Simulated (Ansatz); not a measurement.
Born–Oppenheimer molecular dynamics of a periodic cell of 36 atoms, Tc (start crystal Tc, start structure hcp, volume 1 times the crystal's). It goes on from the last frame of an earlier run, with new velocities.

The calculation used DFT PBEsol, scalar-relativistic, plane waves, PAW in Ansatz. Settings: accuracy low, cutoff 600 eV, k mesh 2x2x1, fermi-dirac smearing 0.24 eV, no spin polarisation.

* ensemble: NVT, Langevin thermostat
* time step: 3 fs
* steps asked: 229
* set temperature: 2240 K
* friction: 0.02 /fs
* temperature schedule: 172 steps to 300 K, then 57 steps to 300 K
* seed: 360318

First frame:

```xyz
36
Lattice="8.2200 0.0000 0.0000 -4.1100 7.1187 0.0000 0.0000 0.0000 8.7899" Properties=species:S:1:pos:R:3
Tc 0.153 -0.547 -0.165
Tc -0.156 1.227 1.786
Tc 0.596 0.118 4.064
Tc -0.077 1.426 6.380
Tc -1.515 2.343 0.062
Tc -1.518 3.734 2.129
Tc -1.121 2.051 4.500
Tc -1.236 3.733 6.415
Tc -2.934 4.371 0.081
Tc -2.588 6.116 1.872
Tc -2.636 4.679 4.369
Tc -2.509 6.406 6.189
Tc 2.786 0.048 -0.230
Tc 2.412 1.433 2.253
Tc 3.168 -0.241 4.006
Tc 2.785 1.447 6.317
Tc 1.058 2.131 0.098
Tc 1.218 3.659 2.139
Tc 1.447 2.337 4.617
Tc 1.621 3.827 6.785
Tc -0.024 4.478 -0.031
Tc 0.394 6.054 2.160
Tc -0.183 4.419 4.641
Tc -0.201 6.173 6.603
Tc 5.419 0.066 -0.216
Tc 5.217 1.196 1.982
Tc 5.768 -0.285 4.100
Tc 5.595 1.489 6.630
Tc 3.648 2.311 -0.013
Tc 4.013 3.663 2.162
Tc 4.197 2.463 4.408
Tc 4.316 4.169 6.556
Tc 2.459 4.823 0.181
Tc 3.096 6.339 2.321
Tc 2.816 4.663 4.443
Tc 2.628 6.227 6.615
```

What does the run give?

The run went to its last step.

| Quantity | Value |
| --- | --- |
| steps done | 229 |
| time covered | 687 fs |
| mean temperature over the second half | 569 K |
| spread of the potential energy over the second half | 26.3 meV per atom |
| mean potential energy of the second half above the start | -237.0 meV per atom |

The schedule's set-point averaged 462 K over the second half and the system 569 K, so it lags behind the ramp. A run of 0.69 ps of so small a system gives no equilibrium averages. Limits of this set-up: coarse k mesh, low accuracy level.

What happens to the structure?

Mean squared displacements from the first frame to the last, about the centre of mass: Tc 0.14 Å². This is one draw of velocities; another would differ in detail.

How do temperature and energy run in time?


```csv
time (fs),T (K),potential energy less start (eV)
0,2178,0.000
60,2167,-0.317
120,1921,-1.549
180,1793,-4.764
240,1275,-3.496
300,1194,-5.394
360,914,-7.044
420,699,-7.175
480,531,-8.198
540,451,-9.344
600,342,-9.530
660,274,-9.330
```

Run time: 37 min on 4 threads of Intel(R) Xeon(R) 6975P-C (Granite Rapids) (shared host), peak memory 6 GiB.
